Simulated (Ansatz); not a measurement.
**Cs₂SnI₆ — quadrupolar parameters**

The cell is an entry of the Crystallography Open Database (COD) (the entry's cell lengths or inner coordinates differ somewhat from later room-temperature determinations), atoms as given.

Space group Fm-3m (No. 225); a = 11.6300 Å.

| site | Wyckoff | site symmetry | x | y | z |
| --- | --- | --- | --- | --- | --- |
| Cs | 8c | -43m | 0.2500 | 0.2500 | 0.2500 |
| Sn | 4a | m-3m | 0.0000 | 0.0000 | 0.0000 |
| I | 24e | 4m.m | 0.2450 | 0.5000 | 0.5000 |

One atom of each set is listed; the run and its k-mesh use a cell of 9 atoms with edges of 8.22, 8.22, 8.22 Å.

Computed with Ansatz: DFT, PBE, plane waves and PAW, scalar-relativistic, 420 eV cutoff, Γ-centred 5×5×5 k-points, Fermi–Dirac smearing 0.02 eV.

V_zz is the principal component of the electric field gradient with the largest magnitude, η = (V_xx − V_yy)/V_zz and C_Q = eQV_zz/h.

Cs-133: I = 7/2, Q = -3.430 mb; ¹²⁷I: I = 5/2, Q = -688.2 mb. Q values from Pyykkö, Mol. Phys. 116, 1328 (2018).

Problem. Give the quadrupolar parameters of the distinct sites.

Solution. 

```tsv
site	atoms	first shell	V_zz (10²¹ V/m²)	η	C_Q (MHz)
Cs	2	12 I at 4.11 Å	0.00	–	0
Sn	1	6 I at 2.85 Å	0.00	–	–
I	6	1 Sn at 2.85 Å	56.6	0.00	-941
```

An axis of threefold or higher order runs through I, so V_zz lies along it and η is zero. Cs and Sn sit on a cubic site, where every gradient vanishes.

Sn has no stable isotope with a ground-state quadrupole moment in the table, so no C_Q is given.

The largest force is 0.3 eV/Å, so the atoms aren't at the calculated equilibrium and relaxing them would move these values. Without spin–orbit coupling the gradients at and beside I can be off by some per cent, at some sites by more. With a gap of 0.2 eV on this mesh, the gradients can still move by some per cent as the k-mesh gets denser.

Hardware: 4 threads of Intel Xeon 6975P-C (Granite Rapids) (x86_64; 16 cores open to the job, memory cap 10.0 GiB, no GPU), a shared host with a load of 0.1 a core. Wall time 4.4 s, CPU time 15 s, peak memory 1.3 GiB.
